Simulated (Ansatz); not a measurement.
**Sr: strong compression**

One table from this session's results is given with a row withheld; the runs are named, their logs left out.

Program: Ansatz 0.2.0. Level of theory: DFT PBE, with the methods named in each step. These are calculated values, not measurements.

2 further runs of the same task are left out: 1 that didn't finish, 1 set aside as unsound or not needed.

**Starting point**

The structure is hexagonal, space group P6_3/mmc (No. 194). Conventional cell: a = 4.277 Å, b = 4.277 Å, c = 13.899 Å, α = 90.00°, β = 90.00°, γ = 120.00°. Sr (site symmetry -3m) is surrounded by 12 Sr at 4.26 to 4.28 Å. Sr (site symmetry -6m2) has 12 Sr at 4.26 to 4.28 Å as nearest neighbours.

As a file:

```
CELL_PARAMETERS angstrom
4.27669 0.00000 0.00000
-2.13835 3.70373 0.00000
0.00000 0.00000 13.89925
ATOMIC_POSITIONS crystal
Sr 0.00000 0.00000 0.00000
Sr 0.00000 0.00000 0.50000
Sr 0.33333 0.66667 0.25000
Sr 0.66667 0.33333 0.75000
```

Whether this phase is the stable one at these pressures isn't tested.

Atoms are numbered in the order of the input: Sr1, Sr2, Sr3, Sr4.

The first run:

File input.yaml:

```yaml
crystal:
  lattice:
    - [4.276693645, 0.0, 0.0]
    - [-2.1383468225, 3.7037253408, 0.0]
    - [0.0, 0.0, 13.8992543464]
  atoms:
    - { symbol: Sr, position: [0.0, 0.0, 0.0] }
    - { symbol: Sr, position: [0.0, 0.0, 0.5] }
    - { symbol: Sr, position: [0.3333333333, 0.6666666667, 0.25] }
    - { symbol: Sr, position: [0.6666666667, 0.3333333333, 0.75] }
kpoints:
  mp_grid: { grid: [9, 9, 3] }
scf:
  occupations: { method: fermi_dirac, width: 0.08 }
hamiltonian:
  xc: pbe
  pseudopotentials: { kind: paw }
output:
  forces: true
  stress: true
relax:
  f_tol: 0.005
  max_steps: 40
  cell: {}
```

Run with:

```sh
ansatz run input.yaml --threads 1 --pin off --max-ram 3072MiB --backend cpu --events-out ev --progress --plain --runs-dir out
```

Steps of the session up to this table: Cell relaxed at zero pressure, PAW; Volume scaled by 1, PAW; Shape and atoms relaxed at 0.68 of the volume, PAW; Volume scaled by 0.68, PAW; Shape and atoms relaxed at 0.6 of the volume, PAW; Volume scaled by 0.6, PAW; Volume scaled by 0.6, PAW (level accurate); Shape and atoms relaxed at 0.52 of the volume, PAW; Volume scaled by 0.52, PAW; Shape and atoms relaxed at 0.45 of the volume, PAW; Volume scaled by 0.45, PAW; Volume scaled by 0.45, PAW (level accurate).

One table of the session follows, with a row left open; its other results are not shown here.

| method | volume over the first | volume (Å³/atom) | pressure (GPa) |
| --- | --- | --- | --- |
| PAW | 1 | 55.123 | 0.00 |
| PAW | 0.68 | ? | ? |
| PAW | 0.6 | 33.074 | 12.79 |
| PAW | 0.52 | 28.664 | 19.64 |
| PAW | 0.45 | 24.805 | 28.52 |
| PAW (level accurate) | 0.6 | 33.074 | 12.79 |
| PAW (level accurate) | 0.45 | 24.805 | 28.52 |

**Question.** Estimate the row for PAW, 0.68.

**Answer.** volume (Å³/atom): 37.484; pressure (GPa): 8.10. In the column «volume (Å³/atom)» it lies between PAW (level accurate), 0.6 (33.074) and PAW, 1 (55.123).
